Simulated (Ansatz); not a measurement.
The system is Au.

```
CELL_PARAMETERS angstrom
-1.65727 1.65727 1.65727
1.65727 -1.65727 1.65727
1.65727 1.65727 -1.65727
ATOMIC_POSITIONS crystal
Au 0.00000 0.00000 0.00000
```

This isn't the form of Au at room conditions, which is fcc.

Below is the output of Ansatz 0.2.0 for this cell. Logs are shortened: lines on timing, memory, paths and dates and some standing lists are left out, and cuts for length are marked.

```text
Warning: RAYON_NUM_THREADS=2 ignored (pool sized by the plan → 2); use --threads N
Engine: ansatz 0.2.0, x86_64-unknown-linux-gnu
Pseudopotentials: kind: paw
Pseudopotential: Au, paw, valence charge 19, recommended cutoff 500 eV (meta_gga), Au.paw.azcp
Functional definition: r2SCAN
  parameter k0 = 0.174
  parameter k1 = 0.065
  parameter a1 = 4.9479
  exchange = r2scan_x(k0 = k0, k1 = k1, a1 = a1)
  correlation = r2scan_c
Crystal: 1 atoms, lattice volume = 18.207 Å³
Basis set: ecut = 500 eV, 459 PW (Γ), exchange–correlation on 96×96×96 points (64 copies of the dense FFT grid, shifted against one another)
Bands: 14, of which v1, the nominal top of the filled ones, is band 10 counted from 1 (9 counted from 0)
Symmetry: 48 space group operations
Space group: Im-3m (ITA 229), of the structure as read, at distance tolerance 2.6e-5 Å
k-points: 56 of 1331
Non-local potential: Au, projectors of the file, l = 0: 3, l = 1: 2, l = 2: 2, l = 3: 1
PAW form: soft (Blöchl's): semilocal exchange-correlation on the pseudo side does not see the compensation charge
PAW frozen core: Au, regenerated for the run's functional (the file was generated under x = pbe(κ = 0.804, μ = 0.2195149727645171), c = pbe(β = 0.06672455060314922))
PAW one-centre angular grid: Au, 590 points (default); XC on 160 Gauss nodes
Initial density: superposition of atomic densities (neutral atoms: chi_scale 0, normalization atom), corrected by the library's trained network
Initial wavefunctions: pseudopotential atomic-orbital guess
Functional: x = r2scan, c = r2scan; τ floored in thin density (d = 2e-4 eV/Å³)
SCF iter   1: F=—  HF=-13163.487450 eV  |F-HF|=—  |Δ(HF+E_count)|=         —  Δρ=1.58e-2  dr2=4.83e-2  dr2_τ=3.35e-3  ethr=1.77e-3  ⟨swp⟩=5.3  Hψ=4128  notcnv=0
preconditioner: auto → Kerker (q_TF=auto, 2.748 Å⁻¹)  [metal: Δε(μ)=0.048 eV  Ē_g=16.459 eV  σ=0.050 eV  W_gap=0.23  n_scr=12 (ndim 8)  ℏωp=28.9 eV  f_vac=0.000  D(μ)=0.71/eV (n_scr^D=0)]
SCF iter   2: F=—  HF=-13163.476700 eV  |F-HF|=—  |Δ(HF+E_count)|=   1.08e-2  Δρ=6.16e-3  dr2=6.73e-3  dr2_τ=1.25e-3  ethr=2.54e-4  ⟨swp⟩=2.0  Hψ=1461  notcnv=0  defer=20
SCF iter   3: F=—  HF=-13163.477337 eV  |F-HF|=—  |Δ(HF+E_count)|=   6.38e-4  Δρ=2.32e-3  dr2=7.91e-4  dr2_τ=3.22e-5  ethr=3.54e-5  ⟨swp⟩=2.3  Hψ=1212  notcnv=0  defer=20
SCF iter   4: F=—  HF=-13163.477635 eV  |F-HF|=—  |Δ(HF+E_count)|=   2.98e-4  Δρ=6.78e-4  dr2=5.18e-5  dr2_τ=5.25e-6  ethr=4.16e-6  ⟨swp⟩=2.1  Hψ=1245  notcnv=0  defer=20
SCF iter   5: F=—  HF=-13163.477653 eV  |F-HF|=—  |Δ(HF+E_count)|=   1.87e-5  Δρ=1.71e-4  dr2=6.21e-6  dr2_τ=3.04e-7  ethr=2.72e-7  ⟨swp⟩=2.0  Hψ=1096  notcnv=0  defer=20
[... 56 lines left out ...]
SCF converged after 5 iterations
Free energy (F): -13163.483553 eV
Harris-Foulkes:  -13163.483553 eV  (|F-HF|=1.46e-11)
Internal energy: -13163.477722 eV  (E = F + TS)
E sigma→0 (E₀):  -13163.480638 eV
Entropy (-TS):   -0.005831 eV (-5.831 meV/atom)
Fermi energy:    19.770571 eV
--- Per-component energies (eV) ---
  E_band       = -236.219345
  E_kinetic    = 605.634493
  E_local      = -1744.056807  (includes V_loc(G=0)·N_el)
  E_nonlocal   = 75.900678
  E_hartree    = 743.771572
  E_xc         = -218.090764
  E_vxc        = -306.718328  (∫ρ·V_xc dr)
  E_paw        = -9731.304110  (= ΣΔE_a)
  E_vpaw       = -375.444153  (= ΣTr[D̂ρ^β])
  E_aug_tail   = 0.000775  (compensation charges beyond the density's cutoff)
  E_vtau       = 20.920786  (kinetic-family band-sum trace: ∫τ·v_τ [+ j·A + Jᵃ·Aᵃ] dr)
  E_ewald      = -2895.157236
  E_core_change = -0.176324  (= ΣΔE_core)
  E_smearing   = -0.005831  (= −TS)
  E_closure    = 0.000000  (closes the sum)
  Σ components = -13163.483553   (vs F -13163.483553, Δ=0.00e0)
--- Forces (eV/Å), atoms counted from 1 ---
  atom   1  Au     0.00000000     0.00000000     0.00000000
  max |Σ_I F_I| component: 2.30e-31 eV/Å
--- Stress (GPa, compression-positive) ---
        1.981186       0.000000      -0.000000
       -0.000000       1.981186      -0.000000
       -0.000000       0.000000       1.981186
  P = ⅓ Tr σ = 1.9812 GPa (19.812 kbar)
--- Band table (eV; the first three rows and the last of 56) ---
  k-point 0: bands = ["-87.6996", "-38.4659", "-38.4659", "-38.4659", "10.0508", "14.8513", "14.8513", "14.8513", "16.7612", "16.7612", "37.0977", "37.0977", "37.0977", "44.7014"]
  k-point 1: bands = ["-87.6985", "-38.4837", "-38.4724", "-38.4657", "10.3595", "14.7573", "14.8617", "15.0670", "16.6538", "16.7677", "36.9826", "37.1395", "37.4812", "42.2286"]
  k-point 2: bands = ["-87.6957", "-38.5314", "-38.4899", "-38.4651", "11.2043", "14.5136", "14.8981", "15.6820", "16.4773", "16.7917", "35.2009", "36.5724", "38.5457", "40.4952"]
  k-point 55: bands = ["-87.6761", "-38.6354", "-38.6332", "-38.6332", "13.0150", "13.0427", "17.7566", "17.7566", "17.8668", "25.3079", "26.8787", "26.8787", "30.7460", "36.2933"]
--- Relaxed structure (4 steps of the walk, 3 accepted, 1 SCFs on fresh bases) ---
  F+E_penalty+E_count = -13163.48355342 eV   max|allowed force component| = 0.000e0 eV/Å   (the final SCF, on the basis selected at the relaxed cell)
  cell:  # Å, volume = 17.4369 Å³
    - [-1.6335663200099606, 1.6335663200099606, 1.6335663200099606]
    - [1.6335663200099606, -1.6335663200099606, 1.6335663200099606]
    - [1.6335663200099606, 1.6335663200099606, -1.6335663200099606]
  atoms:
    - { symbol: Au, position: [0.0, 0.0, 0.0] }
```

Question: Write the input and the command behind it.

Answer: Relaxation of cell and atoms with r2SCAN, no spin polarisation. The files as run (others can give the same):

input.yaml
```yaml
crystal:
  lattice:
    - [-1.657269, 1.657269, 1.657269]
    - [1.657269, -1.657269, 1.657269]
    - [1.657269, 1.657269, -1.657269]
  atoms:
    - { symbol: Au, position: [0.0, 0.0, 0.0] }
hamiltonian:
  xc: r2scan
  pseudopotentials: { kind: paw }
kpoints:
  mp_grid: { grid: [11, 11, 11] }
scf:
  occupations: { method: fermi_dirac, width: 0.05 }
output:
  forces: true
  stress: true
  eigenvalues: true
  write_density: true
  write_potential: true
  elf: true
  volumetric_format: npy
relax:
  f_tol: 0.01
  max_steps: 40
  cell: { stress_tol: 0.05, p_target: 2.0 }
```

Potentials or basis: Ansatz PAW.
Command:
```bash
$ ansatz run input.yaml --threads 2 --pin off --max-ram 5632MiB --backend cpu --events-out ev --progress --plain --runs-dir out
```

Caveat: the plane-wave basis is chosen anew once the cell has moved, so the energies of steps on either side of that aren't comparable; the PAW data sets come from PBE, with cores solved anew for the run's functional, which leaves a small shift of forces and pressure.
